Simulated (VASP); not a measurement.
K2S: relaxation of cell and atoms with PBE

K2S:

```xyz
3
Lattice="0.0000 3.7069 3.7069 3.7069 0.0000 3.7069 3.7069 3.7069 0.0000" Properties=species:S:1:pos:R:3 pbc="T T T"
K     5.5604    5.5604    5.5604
K     1.8535    1.8535    1.8535
S     0.0000    0.0000    0.0000
```

The cell is a database's computed one.

```
Program                : VASP 6.6.1
Task                   : relaxation of cell and atoms
Functional             : PBE
Potentials or basis    : VASP PAW PBE potentials, release 64 (K_sv, S)
Cutoff                 : 600 eV
k mesh                 : 6 × 6 × 6
Occupations            : gaussian, width 0.02 eV
Spin                   : no spin polarisation
Further INCAR settings : ALGO = Normal; EDIFF = 1e-07; IBRION = 2; EDIFFG = -0.005; NSW = 90; ISIF = 3
```

```yaml
Relaxed_volume: 34.76 Å³/atom
Relaxed_cell: a = 5.283 Å, b = 5.283 Å, c = 5.283 Å, α = 60.00°, β = 60.00°, γ = 60.00°
Space_group_after_relaxing_to_0.05_Å: Fm-3m (No. 225)
Energy_gained_by_relaxing: 1.0 meV/atom
Ionic_steps: 3
Pressure_after_relaxing: 0.0 GPa
Band_gap_on_the_k_mesh: 2.31 eV, indirect (least direct gap 2.48 eV)
```

Step by step:
```tsv
step	energy change (eV)	largest force (eV/Å)	pressure (GPa)	volume (Å³)
1	0.0000	0.0000	0.44	101.88
2	-0.0026	0.0000	0.17	103.25
3	-0.0031	0.0000	-0.02	104.28
```

Final structure:
```
CELL_PARAMETERS angstrom
0.00000 3.73588 3.73588
3.73588 0.00000 3.73588
3.73588 3.73588 0.00000
ATOMIC_POSITIONS crystal
K 0.75000 0.75000 0.75000
K 0.25000 0.25000 0.25000
S 0.00000 0.00000 0.00000
```

Levels at points of the mesh, in eV from the valence-band top:
| k point | band 8 | band 9 | band 10 | band 11 | band 12 | band 13 | band 14 | band 15 | band 16 |
| --- | --- | --- | --- | --- | --- | --- | --- | --- | --- |
| (0.00, 0.00, 0.00) | -12.64 | -9.59 | -0.17 | -0.17 | -0.17 | 2.31 | 5.46 | 5.46 | 7.38 |
| (0.50, 0.00, 0.00) | -12.75 | -9.41 | -0.60 | -0.06 | -0.06 | 4.66 | 4.89 | 5.78 | 5.78 |
| (0.50, 0.50, 0.00) | -12.57 | -9.37 | -0.72 | 0.00 | 0.00 | 3.50 | 5.24 | 6.46 | 6.58 |

Run time: 2.1 min on 1 thread of Intel(R) Xeon(R) Platinum 8488C (Sapphire Rapids) (shared host), peak memory 0.27 GiB.

A k mesh can miss the band edges.
